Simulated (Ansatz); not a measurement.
# ZrO2: the cost of one run

Program: Ansatz 0.2.0. Level of theory: DFT r2SCAN, scalar-relativistic, plane waves, PAW. These are calculated values, not measurements.

The COD entry's cell or inner coordinates are ideal or old and differ from later refinements, so a difference from it is no clean test against experiment.

1 further run of the same task is left out (set aside as unsound or not needed).

### 1 The structure to begin with

The structure is cubic, space group Fm-3m (No. 225). Conventional cell: a = 5.089 Å, b = 5.089 Å, c = 5.089 Å, α = 90.00°, β = 90.00°, γ = 90.00°. Zr (site symmetry m-3m) has 8 O at 2.20 Å as nearest neighbours. O (site symmetry -43m) has 4 Zr at 2.20 Å as nearest neighbours.

Structure file:

```
Zr O
1.0
     0.00000    2.54472    2.54472
     2.54472    0.00000    2.54472
     2.54472    2.54472    0.00000
Zr O
1 2
Direct
  0.00000 0.00000 0.00000
  0.25000 0.25000 0.25000
  0.75000 0.75000 0.75000
```

This cell was relaxed beforehand with the same method: volume 10.99 Å³/atom, gap on the mesh 3.89 eV.

### 2 Electronic structure at the relaxed geometry

The input, input.yaml:

```yaml
crystal:
  lattice:
    - [0.0, 2.5447179883, 2.5447179883]
    - [2.5447179883, 0.0, 2.5447179883]
    - [2.5447179883, 2.5447179883, 0.0]
  atoms:
    - { symbol: Zr, position: [0.0, 0.0, 0.0] }
    - { symbol: O, position: [0.25, 0.25, 0.25] }
    - { symbol: O, position: [0.75, 0.75, 0.75] }
basis:
  ecutwfc: 500
kpoints:
  mp_grid: { grid: [8, 8, 8] }
  band_path:
    path:
      - [[0.0, 0.0, 0.0], [0.5, 0.0, 0.5], [0.625, 0.25, 0.625]]
      - [[0.375, 0.375, 0.75], [0.0, 0.0, 0.0], [0.5, 0.5, 0.5], [0.5, 0.25, 0.75], [0.5, 0.0, 0.5]]
    npoints: 14
hamiltonian:
  xc: r2scan
scf:
  occupations: { method: gaussian, width: 0.02 }
  n_extra_bands: 7
output:
  forces: true
  stress: true
  eigenvalues: true
  populations: true
  dos: { projected: true, de: 0.02, nscf_kmesh: { grid: [12, 12, 12] } }
  bader: true
  write_density: true
  write_potential: true
  elf: true
  volumetric_format: npy
```

The run is started by

```
> ansatz run input.yaml --threads 1 --pin off --max-ram 2560MiB --backend cpu --events-out ev --progress --plain --runs-dir out
```

What time and memory should one allow on 1 thread of Intel Xeon Platinum 8375C at 2.90GHz (Ice Lake), shared host?

About 21 s, with a peak of 0.44 GiB.
